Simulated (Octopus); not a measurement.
## Fe under changes of volume

One of the cells (12.019 Å³/atom); the others are scaled copies at fixed shape and fractional positions:

```
CELL_PARAMETERS angstrom
-1.44300 1.44300 1.44300
1.44300 -1.44300 1.44300
1.44300 1.44300 -1.44300
ATOMIC_POSITIONS crystal
Fe 0.00000 0.00000 0.00000
```

- Program: Octopus 16.4
- Functional: PBEsol
- Potentials or basis: pseudodojo_pbesol (PseudoDojo 0.4, PBEsol)
- Grid spacing: 0.125 Å
- k mesh: 13 × 13 × 13
- Occupations: fermi-dirac, width 0.05 eV
- Spin: collinear spin, ferromagnetic start
- Starting moments: [3.0] μB

| volume (Å³/atom) | energy over the lowest point (meV/atom) | moment (μB per cell) |
| --- | --- | --- |
| 11.298 | 0.00 | 2.18 |
| 11.538 | 12.65 | 2.24 |
| 11.778 | 29.59 | 2.31 |
| 12.019 | 50.64 | 2.38 |
| 12.259 | 72.13 | 2.49 |
| 12.499 | ? | ? |

What does the run at 12.499 Å³/atom give?

Energy over the lowest point 94.98 meV/atom; moment 2.57 μB per cell.

Worked out: A Birch-Murnaghan fit of order 3 (a polynomial in V^(-2/3)) to the other rows has its minimum at 11.05 Å³/atom, just outside them, with B0 = V·E''(V) = 321 GPa (rough, since the energies scatter). It gives 93.87 meV/atom at 12.499 Å³/atom, against the run's 94.98. A parabola through the other rows of the moment, of slope 0.494 μB per Å³/atom there, extrapolates to 2.60 μB, against the run's 2.57.

Energies are extrapolated to zero smearing.
